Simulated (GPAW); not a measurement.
CoO:

```
Co O
1.0
     1.50547    0.86918    2.43993
    -1.50547    0.86918    2.43993
     0.00000   -1.73837    2.43993
Co O
1 1
Cartesian
  0.0000 0.0000 0.0000
  0.0000 0.0000 3.6599
```

The cell is a database's computed one.

Program: GPAW 26.7.0. Alike in all runs: spin collinear, ferromagnetic start; cell as given; smearing fermi-dirac 0.05 eV.

Task: Order these runs on this cell by their pressure, lowest first.
A. level LDA; potentials or basis the program's PAW data sets (release 1.2.1) made for this functional, pw; k mesh 9 × 9 × 9; cutoff (eV) 650; maxiter 120; convergence default
B. level PBEsol; potentials or basis PAW data sets generated in the run's folder for this functional, pw; k mesh 8 × 8 × 8; cutoff (eV) 800; maxiter 150; band path GLB1,BZGX,QFP1Z,LP; band points 80
C. level PBEsol+U; potentials or basis PAW data sets generated in the run's folder for this functional, pw; U Co d U = 4 eV; k mesh 8 × 8 × 8; cutoff (eV) 800; maxiter 150; band path GLB1,BZGX,QFP1Z,LP; band points 80
D. level PBEsol+U; potentials or basis PAW data sets generated in the run's folder for this functional, pw; U Co d U = 3 eV; k mesh 8 × 8 × 8; cutoff (eV) 800; maxiter 150; band path GLB1,BZGX,QFP1Z,LP; band points 80
E. level PBEsol+U; potentials or basis PAW data sets generated in the run's folder for this functional, pw; U Co d U = 8 eV; k mesh 8 × 8 × 8; cutoff (eV) 800; maxiter 150; band path GLB1,BZGX,QFP1Z,LP; band points 80

Result: A (-19.7 GPa), B (-8.6 GPa), D (-6.0 GPa), C (-3.6 GPa), E (-1.3 GPa).

Caveats: a cell with one magnetic atom can't hold antiferromagnetic order, which such compounds often take; the cutoff is short for stress and forces, so pressures can be off by a GPa or more (some runs); so large a pressure means that the cell lies far from this level's equilibrium, or that cutoff or potentials fall short (some runs).
